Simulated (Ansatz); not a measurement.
Runs of Ansatz 0.2.0 on PbS. It takes space group Cmcm (No. 63, orthorhombic). The conventional cell has a = 4.160 Å, b = 11.983 Å, c = 4.279 Å, α = 90.00°, β = 90.00°, γ = 90.00°. Around Pb (site symmetry m2m) lie 5 S at 2.69 to 2.99 Å. Around S (site symmetry m2m) lie 5 Pb at 2.69 to 2.99 Å. Measurements of this composition are mostly on another form, of space group No. 225.

```tsv
task	potentials or basis	spin	cell	k mesh	cutoff (eV)	gap on the mesh (eV)	pressure (GPa)	largest force (eV/Å)
band structure	all-electron LAPW, scalar-relativistic	off	as given	5 × 5 × 4	202	1.20	-1.9	0.04
relaxation of cell and atoms	all-electron LAPW, scalar-relativistic	off	relaxed to 10 GPa	7 × 7 × 6	-	0.86	10.0	-
relaxation of cell and atoms	all-electron LAPW, scalar-relativistic	off	relaxed to 5 GPa	7 × 7 × 6	-	0.97	5.0	-
band structure	all-electron LAPW, relativistic spinors	SOC, no magnetisation	as given	5 × 5 × 4	202	(a)	(c)	(b)
relaxation of cell and atoms	all-electron LAPW, scalar-relativistic	off	relaxed to 30 GPa	7 × 7 × 6	-	-	30.0	-
```

Alike in all rows: level PBEsol; smearing fermi-dirac 0.05 eV; basis error allowed 0.002 eV/atom.

Task: Estimate the missing entries.

Result: (a) 0.93; (b) 0.10; (c) -2.1.

Caveats: spin-orbit coupling is left out, which as a rule narrows the gap of such compounds by several tenths of an eV (some runs); an odd mesh through Γ misses points on the zone boundary, where band edges often lie (some runs).

A k mesh can miss the band edges, and rows without SOC leave out spin-orbit coupling on Pb.
